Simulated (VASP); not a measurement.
# Al (P6_3/mmc) in VASP: further runs

The runs below take Al through single point, relaxation of cell and atoms, with LDA.

Program: VASP 6.6.1. These are calculated values, not measurements. Logs are shortened: lines on timing, memory, paths and dates and some standing lists are left out, and cuts for length are marked.

**1. The structure**

It takes space group P6_3/mmc (No. 194, hexagonal). The conventional cell has a = 2.828 Å, b = 2.828 Å, c = 4.601 Å, α = 90.00°, β = 90.00°, γ = 120.00°. Around Al (site symmetry -6m2) lie 12 Al at 2.82 to 2.83 Å.

This isn't the form of Al at room conditions, which is fcc.

**2. Single point, LDA**

Input file INCAR:

```
ALGO = Normal ; EDIFF = 1E-6
ENCUT = 520 ; GGA = CA
ISIF = 2 ; ISMEAR = 0
LASPH = True ; LCHARG = True
LELF = True ; LREAL = False
LVHAR = True ; LWAVE = False
NBANDS = 10 ; NELM = 100
PREC = Accurate ; SIGMA = 0.1
```

Input file KPOINTS:

```
k-points
0
Gamma
  18 18 10
```

Input file POSCAR:

```
Al
1.0
    2.8284471442      0.0000000000      0.0000000000
   -1.4142235721      2.4495070802      0.0000000000
    0.0000000000      0.0000000000      4.6008344780
Al
2
Direct
    0.3333333333      0.6666666667      0.2500000000
    0.6666666667      0.3333333333      0.7500000000
```

Potentials or basis: VASP PAW LDA potentials, release 64 (Al).

The run is started by

```sh
> cat potpaw_LDA.64/Al/POTCAR > POTCAR
> mpirun -np 1 vasp_std > vasp.out
```

OUTCAR:

```text
EDIFF = 1E-6
   ENCUT = 520
   GGA = CA
   ISIF = 2
   ISMEAR = 0
   LASPH = True
   LREAL = False
   NELM = 100
   PREC = Accurate

 ion  position               nearest neighbor table
   1  0.333  0.667  0.250-   2 2.82   2 2.82   2 2.82   2 2.82   2 2.82   2 2.82
   2  0.667  0.333  0.750-   1 2.82   1 2.82   1 2.82   1 2.82   1 2.82   1 2.82

  LATTYP: Found a hexagonal cell.
 ALAT       =     2.8284471442
 C/A-ratio  =     1.6266291161

  Lattice vectors:

 A1 = (   2.8284471442,   0.0000000000,   0.0000000000)
 A2 = (  -1.4142235721,   2.4495070802,   0.0000000000)
 A3 = (   0.0000000000,   0.0000000000,   4.6008344780)

Analysis of symmetry for initial positions (statically):
=====================================================================
 Subroutine PRICEL returns:
 Original cell was already a primitive cell.

 Routine SETGRP: Setting up the symmetry group for a
 hexagonal supercell.

 Subroutine GETGRP returns: Found 24 space group operations
 (whereof 12 operations were pure point group operations)
 out of a pool of 24 trial point group operations.

The static configuration has the point symmetry D_3d.
 The point group associated with its full space group is D_6h.

Analysis of symmetry for dynamics (positions and initial velocities):
=====================================================================
 Subroutine PRICEL returns:
 Original cell was already a primitive cell.

 Routine SETGRP: Setting up the symmetry group for a
 hexagonal supercell.

 Subroutine GETGRP returns: Found 24 space group operations
 (whereof 12 operations were pure point group operations)
 out of a pool of 24 trial point group operations.

The dynamic configuration has the point symmetry D_3d.
 The point group associated with its full space group is D_6h.

 Subroutine INISYM returns: Found 24 space group operations
 (whereof 12 operations are pure point group operations),
 and found     1 'primitive' translations

----------------------------------------------------------------------------------------

                                     Primitive cell

  volume of cell :      31.8760

  direct lattice vectors                    reciprocal lattice vectors
     2.828447144  0.000000000  0.000000000     0.353550888  0.204122700  0.000000000
    -1.414223572  2.449507080  0.000000000     0.000000000  0.408245401  0.000000000
     0.000000000  0.000000000  4.600834478     0.000000000  0.000000000  0.217351875

  length of vectors
     2.828447144  2.828447144  4.600834478     0.408245401  0.408245401  0.217351875

  position of ions in fractional coordinates (direct lattice)
     0.333333333  0.666666667  0.250000000
     0.666666667  0.333333333  0.750000000

  ion indices of the primitive-cell ions
   primitive index   ion index
                 1           1
                 2           2

----------------------------------------------------------------------------------------

 KPOINTS: k-points

Automatic generation of k-mesh.
 Grid dimensions read from file:
 generate k-points for:   18   18   10

 Generating k-lattice:

  Cartesian coordinates                     Fractional coordinates (reciprocal lattice)
     0.019641716  0.011340150  0.000000000     0.055555556  0.000000000  0.000000000
     0.000000000  0.022680300  0.000000000     0.000000000  0.055555556  0.000000000
     0.000000000  0.000000000  0.021735187     0.000000000  0.000000000  0.100000000

  Length of vectors
     0.022680300  0.022680300  0.021735187

  Shift w.r.t. Gamma in fractional coordinates (k-lattice)
     0.000000000  0.000000000  0.000000000

 Subroutine IBZKPT returns following result:
 ===========================================

 Found    222 irreducible k-points:

 Following reciprocal coordinates:
            Coordinates               Weight
  0.000000  0.000000  0.000000      1.000000
  0.055556  0.000000  0.000000      6.000000
  0.111111  0.000000  0.000000      6.000000
  0.166667  0.000000  0.000000      6.000000
  0.222222  0.000000  0.000000      6.000000
  0.277778  0.000000  0.000000      6.000000
[... 16 lines left out ...]
  0.333333  0.111111  0.000000     12.000000
  0.388889  0.111111  0.000000     12.000000
 [... further k-points ...]
   k-points           NKPTS =    222   k-points in BZ     NKDIM =    222   number of bands    NBANDS=     10
   number of dos      NEDOS =    301   number of ions     NIONS =      2
   total plane-waves  NPLWV =  20736
   dimension x,y,z NGX =    24 NGY =   24 NGZ =   36
   dimension x,y,z NGXF=    48 NGYF=   48 NGZF=   72
   ions per type =               2
   NGX,Y,Z   is equivalent  to a cutoff of  14.11, 14.11, 13.01 a.u.
   NGXF,Y,Z  is equivalent  to a cutoff of  28.21, 28.21, 26.02 a.u.
 SYSTEM =  unknown system
   PREC   = accura    normal or accurate (medium, high low for compatibility)
   ISTART =      0    job   : 0-new  1-cont  2-samecut
   ICHARG =      2    charge: 1-file 2-atom 10-const
   ISPIN  =      1    spin polarized calculation?
   LNONCOLLINEAR =      F non collinear calculations
   LSORBIT =      F    spin-orbit coupling
   LASPH  =      T    aspherical Exc in radial PAW
   ENCUT  =  520.0 eV  38.22 Ry    6.18 a.u.   5.26  5.26  8.55*2*pi/ulx,y,z
   NELM   =    100;   NELMIN=  2; NELMDL= -5     # of ELM steps
   EDIFF  = 0.1E-05   stopping-criterion for ELM
   LREAL  =      F    real-space projection
   EDIFFG = 0.1E-04   stopping-criterion for IOM
   NSW    =      0    number of steps for IOM
   IBRION =     -1    ionic relax: 0-MD 1-quasi-New 2-CG
   NFREE  =      0    steps in history (QN), initial steepest desc. (CG)
   ISIF   =      2    stress and relaxation
   ISYM   =      2    0-nonsym 1-usesym 2-fastsym
   POTIM  = 0.5000    time-step for ionic-motion
   TEBEG  =    0.0;   TEEND  =   0.0 temperature during run
   PSTRESS=    0.0 pullay stress
   NELECT =       6.0000    total number of electrons
   NUPDOWN=      -1.0000    fix difference up-down
   EMIN   =  10.00;   EMAX   =-10.00  energy-range for DOS
   EFERMI =   0.00;   METHOD = LEGACY
   ISMEAR =     0;   SIGMA  =   0.10  broadening in eV -4-tet -1-fermi 0-gaus
   EFERMI_NEDOS =   21; number of points for ismear=-14 and -15
   IALGO  =     38    algorithm
   IMIX   =      4    mixing-type and parameters
     AMIX     =   0.40;   BMIX     =  1.00
     AMIX_MAG =   1.60;   BMIX_MAG =  1.00
  volume/ion in A,a.u.               =      15.94       107.55
  Fermi-wavevector in a.u.,A,eV,Ry     =   0.938219  1.772976 11.976589  0.880254
  Thomas-Fermi vector in A             =   2.065408
   LORBIT       =      0    0 simple, 1 ext, 2 COOP (PROOUT), +10 PAW based schemes
   GGA     = CA    functional components
   LHFCALC =     F    Hartree Fock is set to
   AEXX    =    0.0000 exact exchange contribution
   IVDW    =     0    specifies the selected vdW correction
   LEPSILON=     F    determine dielectric tensor
   LRPA    =     F    only Hartree local field effects (RPA)
 non-spin polarized calculation
 Gauss-broadening in eV      SIGMA  =   0.10
  energy-cutoff  :      520.00
  volume of cell :       31.88
 maximum number of plane-waves:       871
 NGX is ok and might be reduce to    24
   NGX = 11   NGY = 11   NGZ = 17

 number of electron       6.0000000 magnetization

 Free energy of the ion-electron system (eV)
  ---------------------------------------------------
  ext. energy  EPLUGINS =         0.00000000
  ---------------------------------------------------
  free energy    TOTEN  =        -8.31269595 eV

  energy without entropy =       -8.30738643  energy(sigma->0) =       -8.31004119

 E-fermi :   8.1636     XC(G=0): -10.4739

 val. band max:        8.1605836343   @ k =   0.2778   0.2222   0.5000
 cond. band min:       8.1761183225   @ k =   0.3333   0.3333   0.3000
 fundamental gap:      0.0155346882
 Fermi energy:         8.1635777025

 k-point     1 :       0.0000    0.0000    0.0000
  band No.  band energies     occupation
      1      -3.1878      2.00000
      2       3.4925      2.00000
      3       3.7579      2.00000
      4      18.8246      0.00000
      5      18.8246      0.00000
      6      19.2291      0.00000
      7      19.2291      0.00000
      8      20.4580      0.00000
      9      22.3869      0.00000
     10      22.8233      0.00000

 k-point     2 :       0.0556    0.0000    0.0000
  band No.  band energies     occupation
      1      -3.1119      2.00000
      2       3.5626      2.00000
      3       3.8319      2.00000
      4      17.2691      0.00000
      5      17.9081      0.00000
      6      19.1223      0.00000
      7      20.2749      0.00000
      8      21.1289      0.00000
      9      22.6027      0.00000
     10      22.8852      0.00000

 k-point     3 :       0.1111    0.0000    0.0000
  band No.  band energies     occupation
      1      -2.8845      2.00000
      2       3.7730      2.00000
      3       4.0532      2.00000
      4      15.1902      0.00000
      5      16.9465      0.00000
      6      18.3515      0.00000
      7      20.9737      0.00000
      8      21.1249      0.00000
      9      21.6077      0.00000
     10      22.2715      0.00000

 k-point     4 :       0.1667    0.0000    0.0000
  band No.  band energies     occupation
      1      -2.5062      2.00000
      2       4.1236      2.00000
      3       4.4188      2.00000
      4      13.1215      0.00000
      5      16.1102      0.00000
      6      17.4368      0.00000
      7      19.1854      0.00000
      8      19.5062      0.00000
      9      21.7660      0.00000
     10      22.3137      0.00000
[... 222 lines left out ...]
 k-point    22 :       0.2778    0.1111    0.0000
  band No.  band energies     occupation
      1      -0.2592      2.00000
      2       6.2240      2.00000
      3       6.3567      2.00000
      4       7.9104      1.99966
      5      11.4013      0.00000
      6      13.8447      0.00000
      7      14.4438      0.00000
      8      17.8344      0.00000
      9      17.9905      0.00000
     10      19.1518      0.00000

 k-point    23 :       0.3333    0.1111    0.0000
  band No.  band energies     occupation
      1       0.7021      2.00000
      2       5.7873      2.00000
      3       7.1275      2.00000
      4       7.7446      2.00000
      5      10.9666      0.00000
      6      12.2637      0.00000
      7      13.0491      0.00000
      8      17.4566      0.00000
      9      17.6854      0.00000
     10      18.8357      0.00000

 k-point    24 :       0.3889    0.1111    0.0000
  band No.  band energies     occupation
      1       1.8008      2.00000
      2       4.3910      2.00000
      3       8.1470      1.18493
      4       8.6313      0.00000
      5      10.4681      0.00000
      6      10.8327      0.00000
      7      11.9930      0.00000
      8      17.2325      0.00000
      9      17.5011      0.00000
     10      18.6428      0.00000

 [... further k-points ...]

------------------------ aborting loop because EDIFF is reached ----------------------------------------

  FORCE on cell =-STRESS in cart. coord.  units (eV):
  Direction    XX          YY          ZZ          XY          YZ          ZX
  --------------------------------------------------------------------------------------
  -------------------------------------------------------------------------------------
  Total        0.0142914      0.0142914      0.0152514      0.0000000      0.0000000      0.0000000
  in kB        0.7183288      0.7183288      0.7665804      0.0000000      0.0000000      0.0000000
  external PRESSURE =       0.7344127 kB  Pullay stress =       0.0000000 kB

 VOLUME and BASIS-vectors are now :
 -----------------------------------------------------------------------------
  energy-cutoff  :      520.00
  volume of cell :       31.88
      direct lattice vectors                 reciprocal lattice vectors
     2.828447144  0.000000000  0.000000000     0.353550888  0.204122700  0.000000000
    -1.414223572  2.449507080  0.000000000     0.000000000  0.408245401  0.000000000
     0.000000000  0.000000000  4.600834478     0.000000000  0.000000000  0.217351875

 POSITION                                       TOTAL-FORCE (eV/Angst)
 -----------------------------------------------------------------------------------
     -0.00000      1.63300      1.15021        -0.000000      0.000000      0.000000
      1.41422      0.81650      3.45063         0.000000     -0.000000      0.000000
 -----------------------------------------------------------------------------------
    total drift:                                0.000000     -0.000000     -0.000000

  FREE ENERGIE OF THE ION-ELECTRON SYSTEM (eV)
  ---------------------------------------------------
  free  energy   TOTEN  =        -8.3126959525 eV

  energy  without entropy=       -8.3073864288  energy(sigma->0) =       -8.31004119
```

Run time: 26 s. Hardware: 1 thread of Intel Xeon Platinum 8259CL at 2.50GHz (Skylake/Cascade Lake), shared host; peak memory 0.17 GiB.

Results:

| Item | Value |
| --- | --- |
| Free energy | -8.3127 eV |
| Pressure | 0.1 GPa |
| Band gap on the k mesh | none (metal or under the smearing width) |

Levels at points of the mesh, in eV from the Fermi level:
```csv
k point,band 1,band 2,band 3,band 4,band 5,band 6,band 7,band 8
"(0.00, 0.00, 0.00)",-11.35,-4.67,-4.41,10.66,10.66,11.07,11.07,12.29
"(0.50, 0.00, 0.00)",-5.44,-5.25,0.60,1.20,1.50,1.83,5.64,7.42
"(0.00, 0.00, 0.50)",-9.62,-9.62,3.56,3.56,11.91,11.91,11.91,11.91
"(0.50, 0.00, 0.50)",-4.01,-4.01,-3.28,-3.28,7.11,7.11,7.68,7.68
```

**3. Relaxation of cell and atoms, LDA**

This run uses another cell than the first one, of 16.60 Å³/atom, 1.042 times its volume.

Input file INCAR:

```
  PREC = Accurate
  ENCUT = 600
  EDIFF = 1E-7
  ISMEAR = 0
  SIGMA = 0.1
  LREAL = False
  LASPH = True
  NELM = 100
  ALGO = Fast
  ISIF = 3
  LWAVE = False
  LCHARG = False
  IBRION = 2
  NSW = 100
  EDIFFG = -0.002
```

Input file KPOINTS:

```
regular mesh
0
Gamma
  18 18 10
```

Input file POSCAR:

```
Al
1.0
    2.8633495052      0.0000000000      0.0000000000
   -1.4316747526      2.4797334114      0.0000000000
    0.0000000000      0.0000000000      4.6758497419
Al
2
Direct
    0.3333333333      0.6666666667      0.2500000000
    0.6666666667      0.3333333333      0.7500000000
```

Potentials or basis: VASP PAW LDA potentials, release 64 (Al).

The run is started by

```sh
> cat potpaw_LDA.64/Al/POTCAR > POTCAR
> mpirun -np 1 vasp_std > vasp.out
```

Wall time 2.3 min (1 thread of Intel Xeon Platinum 8259CL at 2.50GHz (Skylake/Cascade Lake), shared host); peak memory 0.18 GiB.

It converged, with:

* Free energy: -8.3128 eV
* Relaxed volume: 15.95 Å³/atom
* Relaxed cell: a = 2.829 Å, b = 2.829 Å, c = 4.602 Å, α = 90.00°, β = 90.00°, γ = 120.00°
* Space group after relaxing (to 0.05 Å): P6_3/mmc (No. 194)
* Energy gained by relaxing: 6.1 meV/atom
* Ionic steps: 9
* Pressure after relaxing: 0.0 GPa
* Band gap on the k mesh: none (metal or under the smearing width)

The path:
```tsv
step	energy change (eV)	largest force (eV/Å)	pressure (GPa)	volume (Å³)
1	0.0000	0.0000	-2.91	33.20
2	-0.0120	0.0000	0.34	31.77
3	-0.0122	0.0000	0.00	31.91
4	-0.0122	0.0000	-0.06	31.93
5	-0.0122	0.0000	-0.06	31.93
6	-0.0122	0.0000	-0.05	31.93
7	-0.0122	0.0000	-0.05	31.93
8	-0.0122	0.0000	0.06	31.88
9	-0.0122	0.0000	0.00	31.91
```

Final structure:
```
Al
1.0
     2.82940    0.00000    0.00000
    -1.41470    2.45033    0.00000
     0.00000    0.00000    4.60205
Al
2
Direct
  0.33333 0.66667 0.25000
  0.66667 0.33333 0.75000
```

Levels at points of the mesh, in eV from the Fermi level:
```csv
k point,band 1,band 2,band 3,band 4,band 5,band 6,band 7
"(0.00, 0.00, 0.00)",-11.34,-4.67,-4.40,10.65,10.65,11.06,11.06
"(0.50, 0.00, 0.00)",-5.44,-5.25,0.60,1.19,1.50,1.83,5.63
"(0.00, 0.00, 0.50)",-9.61,-9.61,3.56,3.56,11.90,11.90,11.90
"(0.50, 0.00, 0.50)",-4.01,-4.01,-3.28,-3.28,7.11,7.11,7.68
```

(Continued in part 2 of 2.)
